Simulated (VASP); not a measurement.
## GaAs in VASP 6.6.1, single-point calculation

INCAR

```
METAGGA = MBJ
SIGMA = 0.02
LWAVE = .FALSE.
ENCUT = 520
NBANDS = 16
ISMEAR = -1
LASPH = .TRUE.
PREC = Accurate
NSW = 0
EDIFF = 1E-7
LCHARG = .FALSE.
ISYM = -1
NELM = 120
ISIF = 2
IBRION = -1
LREAL = .FALSE.
```

KPOINTS

```
KPOINTS created by Atomic Simulation Environment
0
Gamma
8 8 8
0 0 0
```

POSCAR

```
Ga As
 1.0000000000000000
     0.0000000000000000    2.8330850953000000    2.9464084990999999
     2.8330850953000000    0.0000000000000000    2.9464084990999999
     2.8330850953000000    2.8330850953000000    0.0000000000000000
 Ga  As
   1   1
Cartesian
  0.0000000000000000  0.0000000000000000  0.0000000000000000
  1.4165425476499998  1.4165425476499998  1.4732042495500000
```

The recommended PBE PAW datasets give the neutral cell 18 valence electrons.

Command

```
mpirun -np 1 vasp_std
```

OSZICAR

```
N       E                     dE             d eps       ncg     rms          rms(c)
DAV:   1     0.307560436042E+03    0.30756E+03   -0.88207E+03 16832   0.150E+03
DAV:   2     0.224796231416E+03   -0.82764E+02   -0.78828E+02 18888   0.300E+02
DAV:   3     0.218704026044E+03   -0.60922E+01   -0.60740E+01 20016   0.635E+01
DAV:   4     0.218616147102E+03   -0.87879E-01   -0.87867E-01 20200   0.847E+00
DAV:   5     0.218614926592E+03   -0.12205E-02   -0.12205E-02 20704   0.892E-01    0.528E+00
DAV:   6     0.219641598620E+03    0.10267E+01   -0.29200E+00 24792   0.407E+01    0.252E+00
DAV:   7     0.220010148773E+03    0.36855E+00   -0.42897E-01 21592   0.899E+00    0.174E+00
DAV:   8     0.220240412527E+03    0.23026E+00   -0.14508E-01 21920   0.368E+00    0.789E-01
DAV:   9     0.220406846238E+03    0.16643E+00   -0.43022E-02 21024   0.208E+00    0.431E-01
DAV:  10     0.220575687123E+03    0.16884E+00   -0.25012E-02 22040   0.243E+00    0.204E-01
...
DAV:  31     0.220554409826E+03    0.60506E-05   -0.11434E-10  8376   0.803E-05    0.861E-05
DAV:  32     0.220554426205E+03    0.16379E-04   -0.15948E-10  8352   0.871E-05    0.185E-05
DAV:  33     0.220554427701E+03    0.14962E-05   -0.81199E-11  8344   0.707E-05    0.247E-05
DAV:  34     0.220554431032E+03    0.33313E-05   -0.24788E-11  8360   0.407E-05    0.110E-05
DAV:  35     0.220554432965E+03    0.19325E-05   -0.15296E-11  8352   0.279E-05    0.532E-06
DAV:  36     0.220554433153E+03    0.18810E-06   -0.64293E-12  8360   0.211E-05    0.619E-06
DAV:  37     0.220554435053E+03    0.18998E-05   -0.34728E-12  8360   0.125E-05    0.723E-07
DAV:  38     0.220554435332E+03    0.27987E-06   -0.24264E-12  8328   0.119E-05    0.108E-06
DAV:  39     0.220554435326E+03   -0.62855E-08   -0.64413E-13  8376   0.660E-06
   1 F= 0.22055444E+03 E0= 0.22055444E+03  d E =-.192063E-10
```

It converged. Results: gap between bands v and c on the k mesh 1.14 eV; least direct gap on the k mesh 1.14 eV. Band v is the last that the valence electrons fill when counted band by band, and c is the next.

The MBJ potential has no energy functional, so only its levels carry meaning.

For comparison, a separate PBE run of the intended cell, on usual settings and not on those above, gives a gap of 0.09 eV on its mesh and a pressure of 0.3 GPa.

The run above took about 7.8 min on one core of a shared host (Intel Xeon 6975P-C) and held 0.51 GiB at most.
